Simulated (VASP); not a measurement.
## Pb: equation of state with PBE

Crystal: Pb.

```xyz
1
Lattice="-1.9797 1.9797 1.9797 1.9797 -1.9797 1.9797 1.9797 1.9797 -1.9797" Properties=species:S:1:pos:R:3 pbc="T T T"
Pb    0.0000    0.0000    0.0000
```

This isn't the form of Pb at room conditions, which is fcc.

```json
{"Program": "VASP 6.6.1", "Task": "equation of state", "Functional": "PBE", "Potentials or basis": "VASP PAW PBE potentials, release 64 (Pb_d)", "Cutoff": "520 eV", "k mesh": "9 × 9 × 9", "Occupations": "fermi-dirac, width 0.05 eV", "Spin": "no spin polarisation", "Further INCAR settings": "ALGO = Normal; EDIFF = 1e-07; NBANDS = 13"}
```

* Equilibrium volume: 31.67 Å³/atom
* Bulk modulus: 38 GPa
* Pressure derivative of the bulk modulus: 5.9

Energy against volume, from the lowest point:
| volume (Å³/atom) | energy (meV/atom) |
| --- | --- |
| 29.172 | 28.16 |
| 29.792 | 15.17 |
| 30.413 | 6.50 |
| 31.034 | 1.59 |
| 31.654 | 0.00 |
| 32.275 | 1.28 |
| 32.896 | 5.08 |

All runs of the series together: 57 s on 1 thread of Intel(R) Xeon(R) Platinum 8559C (Emerald Rapids) (shared host).

Spin-orbit coupling is left out, which matters for the levels of Pb.
